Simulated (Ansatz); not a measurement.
# Nickel, hcp under PBE: ground state and equation of state

What does PBE give for nickel in the hcp structure? We relax it, solve it on a dense k-mesh, switch on spin-orbit coupling, then scale the cell to 7 volumes from 88 to 112 % of the relaxed one and try a fit of the equation of state. The k-meshes are 14×14×8 for the relaxation; 24×24×13 for the dense run; 14×14×8 for spin-orbit coupling; 16×16×9 for the volumes.

This is Ni in the hcp structure; at room conditions it is fcc.

Computed with Ansatz 0.2.0 (DFT PBE, plane waves (420 eV) with PAW, scalar-relativistic, unless a step says otherwise).

**1. The structure to begin with**

Symmetry: P6_3/mmc, No. 194, hexagonal system. Conventional cell: a = 2.492 Å, b = 2.492 Å, c = 4.069 Å, α = 90.00°, β = 90.00°, γ = 120.00°. Ni (site symmetry -6m2) has 12 Ni at 2.49 Å as nearest neighbours.

Structure file:

```xyz
2
Lattice="2.4918 0.0000 0.0000 -1.2459 2.1579 0.0000 0.0000 0.0000 4.0690" Properties=species:S:1:pos:R:3 pbc="T T T"
Ni    0.0000    1.4386    1.0173
Ni    1.2459    0.7193    3.0518
```

**2. Relaxation of the cell**

File input.yaml:

```yaml
crystal:
  lattice:
    - [2.491755966, 0.0, 0.0]
    - [-1.245877983, 2.1579239666, 0.0]
    - [0.0, 0.0, 4.0690374925]
  atoms:
    - { symbol: Ni, position: [0.3333333333, 0.6666666667, 0.25] }
    - { symbol: Ni, position: [0.6666666667, 0.3333333333, 0.75] }
hamiltonian:
  xc: pbe
  pseudopotentials:
    kind: paw
    azcp:
      Ni: "pseudopotentials/Ni.paw.azcp"
basis:
  ecutwfc: 420
  fft_grid_basis: typed
kpoints:
  mp_grid: { grid: [14, 14, 8], shift: [0, 0, 0] }
magnetization:
  spin_polarized: false
scf:
  occupations: { method: fermi_dirac, width: 0.1 }
relax:
  max_steps: 60
  f_tol: 0.01
  cell: {}
```

Command:

```
> ansatz run input.yaml --threads 1 --pin off --max-ram 3584MiB --backend cpu --events-out ev --progress --plain --runs-dir out
```

Further steps of the session: The energy on a finer k-mesh; A two-component run at the same geometry; Volume × 0.88; Volume × 0.92; Volume × 0.96; Volume × 1.0; Volume × 1.04; Volume × 1.08; Volume × 1.12.

Before running it: what results should come out? Wanted: space group; conventional cell; volume; shortest distance; gap on the mesh; relative to fcc, ferromagnetic; V₀, B₀, B₀′.

**Answer**, as computed:

| quantity | value |
| --- | --- |
| space group (spins left aside) | P6_3/mmc (No. 194) |
| conventional cell | a = 2.482 Å, c = 4.083 Å (c/a = 1.645) |
| volume | 10.894 Å³/atom |
| shortest distance | 2.482 Å |
| gap on the mesh | none (levels filled in part) |
| relative to fcc, ferromagnetic | +78 meV/atom |
| V₀, B₀, B₀′ | 10.871 Å³/atom, 200 GPa, 4.9 |

What this shows: The relaxation shrank the cell by 0.4 % in volume. Against the reference form of nickel (fcc, ferromagnetic, computed apart with the same settings) it stands 78 meV/atom higher; part of this is magnetic energy, as this run has no moments. No gap shows: it is a metal or semimetal at this level. Totals with and without spin-orbit coupling (-0.31 eV/atom apart) can't be read as binding, since the two-component data shift the zero of energy. The fitted modulus is 200 GPa; letting shape and positions relax at each volume could only lower it. The symmetry was held, so the structure may be unstable against distortions that break it.
